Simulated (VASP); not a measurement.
# Re: relaxation of the atoms with PBE+D4

Re, a slab with vacuum:

```xyz
5
Lattice="2.7931 0.0000 0.0000 -1.3965 2.4189 0.0000 0.0000 0.0000 24.1221" Properties=species:S:1:pos:R:3 pbc="T T T"
Re    1.3965    0.8063    7.5000
Re    0.0000    1.6126    9.7805
Re    0.0000    0.0000   12.0611
Re    1.3965    0.8063   14.3416
Re    0.0000    1.6126   16.6221
```

The slab is cut from a database's or a generator's crystal, which needn't be the stable form of the element.

```
Program                   : VASP 6.6.1
Task                      : relaxation of the atoms
Functional                : PBE
Dispersion                : D4
Potentials or basis       : VASP PAW PBE potentials, release 64 (Re)
Cutoff                    : 520 eV
k mesh                    : 8 × 8 × 1
Occupations               : fermi-dirac, width 0.05 eV
Spin                      : no spin polarisation
Dipole correction         : yes
Atoms held fixed (from 0) : [0, 1]
Further INCAR settings    : ALGO = Normal; EDIFF = 1e-06; IBRION = 2; EDIFFG = -0.02; NSW = 40
```

| Property | Result |
| --- | --- |
| Energy gained by relaxing | 39.0 meV/atom |
| Ionic steps | 12 |
| Dispersion energy per atom | -0.561 eV |

The path:
```tsv
step	energy change (eV)	largest force (eV/Å)	pressure (GPa)
1	0.0000	1.7136	-11.44
2	-0.1409	1.7005	-10.13
3	-0.1470	1.7030	-9.71
4	-0.1578	1.6969	-9.48
5	-0.1794	1.6659	-8.73
6	-0.1667	1.6127	-6.98
7	-0.1841	1.6527	-8.21
8	-0.1939	1.5704	-7.98
9	-0.1947	1.5450	-7.89
10	-0.1947	1.5286	-7.66
11	-0.1950	1.5380	-7.78
12	-0.1951	1.5373	-7.74
```

Final structure:
```yaml
crystal:
  lattice:
    - [2.79307, 0.00000, 0.00000]
    - [-1.39654, 2.41887, 0.00000]
    - [0.00000, 0.00000, 24.12213]
  atoms:
    - { symbol: Re, position: [0.66667, 0.33333, 0.31092] }
    - { symbol: Re, position: [0.33333, 0.66667, 0.40546] }
    - { symbol: Re, position: [0.00000, 0.00000, 0.49745] }
    - { symbol: Re, position: [0.66667, 0.33333, 0.59216] }
    - { symbol: Re, position: [0.33333, 0.66667, 0.67916] }
```

Levels at points of the mesh, in eV from the Fermi level:
| k point | band 14 | band 15 | band 16 | band 17 | band 18 | band 19 | band 20 | band 21 |
| --- | --- | --- | --- | --- | --- | --- | --- | --- |
| (0.00, 0.00, 0.00) | -1.71 | -1.44 | -1.32 | -1.32 | -1.16 | -1.16 | -0.10 | 0.61 |
| (0.50, 0.00, 0.00) | -1.11 | -0.08 | 0.36 | 0.86 | 1.47 | 2.09 | 2.72 | 3.28 |

It took 11 min on 1 thread of Intel(R) Xeon(R) Platinum 8488C (Sapphire Rapids), on a shared host, peak memory 0.32 GiB.

Caveat: the bands computed are all filled at some k points, so no gap is given. Spin-orbit coupling is left out, which matters for the levels of Re.
